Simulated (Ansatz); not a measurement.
## MoS2 and the effect of the Hubbard U on Mo d

Space group R3m:H (No. 160). a = 3.160 Å, b = 3.160 Å, c = 18.450 Å, α = 90.00°, β = 90.00°, γ = 120.00°
```tsv
atom	site	symmetry	x	y	z
Mo	3a	3m	0.0000	0.0000	0.0000
S	3a	3m	0.3333	0.6667	0.0837
S	3a	3m	0.0000	0.0000	0.2500
```

Measurements of this composition are mostly on another form, of space group No. 194.

Kept alike: task projected density of states; functional PBEsol; k mesh 10 × 10 × 10; occupations fermi-dirac, width 0.05 eV; no spin polarisation. Program: Ansatz, Ansatz PAW, cutoff 420 eV. The mesh is that of the run's cell of 3 atoms. No spin-orbit coupling.

| Hubbard U on Mo d, U (eV) | pressure (GPa) |
| --- | --- |
| 0 | 0.34 |
| 1 | 0.31 |
| 2 | 0.29 |
| 3 | 0.28 |
| 4 | 0.29 |
| 5 | 0.34 |
| 6 | 0.47 |
| 8 | 1.77 |

Pressure is positive in compression, with a Pulay correction for the finite cutoff. U acts here on a shell without spin polarisation. How U acts hangs on the program's projectors. All rows use potentials made for PBE. U is the effective U - J on orthogonalised atomic projectors. Double counting: fully localised limit (the default).

Q: What does the Hubbard U on Mo d change here?

A: The pressure runs from 0.28 (3) to 1.77 GPa (8).

The pressure responds weakly and non-monotonically to U: it falls from 0.34 GPa without U to a shallow minimum of 0.28 GPa at 3 eV, is back at its starting value at 5 eV, and then climbs steeply to 1.77 GPa at 8 eV. It stays positive throughout, so at every U the cell tends to expand. The Mo 4d states mix strongly with S 3p, and the correction favours d orbitals that are either full or empty over the fractional occupations that covalency produces. At large U this probably weakens the Mo–S bonding and drives the expansion, while the slight initial drop suggests a small opposing effect, perhaps from charge redistribution among the d orbitals. The sharp rise between 6 and 8 eV could also reflect a change in the electronic solution. The near-constant pressure at small and moderate U is no argument for any particular value there. Because pressure averages over directions, it also cannot show whether the stress lies within the stiff covalent layers or across the soft gap between them.
